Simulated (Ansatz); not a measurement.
**MoSe2**

Method: r²SCAN, scalar-relativistic; collinear spin; PAW, 500 eV, 8×8×2 k-mesh, Gaussian smearing of 0.05 eV; code Ansatz. The datasets are Ansatz's generated set soft_2.

```cif
data_structure
_symmetry_space_group_name_H-M 'P 1'
_symmetry_Int_Tables_number 1
_cell_length_a 3.3214
_cell_length_b 3.3214
_cell_length_c 13.6999
_cell_angle_alpha 90.000
_cell_angle_beta 90.000
_cell_angle_gamma 120.000
_cell_volume 130.89
loop_
_atom_site_label
_atom_site_type_symbol
_atom_site_fract_x
_atom_site_fract_y
_atom_site_fract_z
_atom_site_occupancy
Mo1 Mo 0.33333 0.66667 0.25000 1
Mo2 Mo 0.66667 0.33333 0.75000 1
Se1 Se 0.33333 0.66667 0.62930 1
Se2 Se 0.66667 0.33333 0.12930 1
Se3 Se 0.33333 0.66667 0.87070 1
Se4 Se 0.66667 0.33333 0.37070 1
```

The chain of runs began from a cell as deposited in COD, expanded in volume. Of that entry: the entry's cell lengths or inner coordinates differ somewhat from later room-temperature determinations.

Magnetic state: non-magnetic, site spin moments none.

The cell above was scaled in volume, and shape and atoms were relaxed at each volume within its symmetry. Energies are counted from the cell above.

At this volume the pressure is -0.08 GPa.

| V (Å³/atom) | ΔE (meV/atom) | P (GPa) |
| --- | --- | --- |
| 20.94 | ? | ? |
| 21.38 | 0.3 | 0.42 |
| 21.81 | 0.0 | -0.08 |
| 22.25 | 0.6 | -0.40 |
| 22.69 | 1.8 | -0.55 |
| 23.34 | 4.1 | -0.64 |

(1) Fill in the withheld row.

(2) Can a bulk modulus be trusted from these points?

Answers:

(1) ΔE (meV/atom): 2.0, P (GPa): 0.93.

(2) No. The energies are smooth (scatter 0.00 meV/atom), but the fit's B0′ of 18.1 is out of the usual range: the curve is too flat or too lopsided over this range, as for soft or weakly bound crystals, and a third-order form can't fix it.

The structure is built of weakly bound layers, and this functional has no dispersion term, so their spacing and all that hangs on it (volume, the soft elastic constants, low modes, dielectric constants) are poorly given.
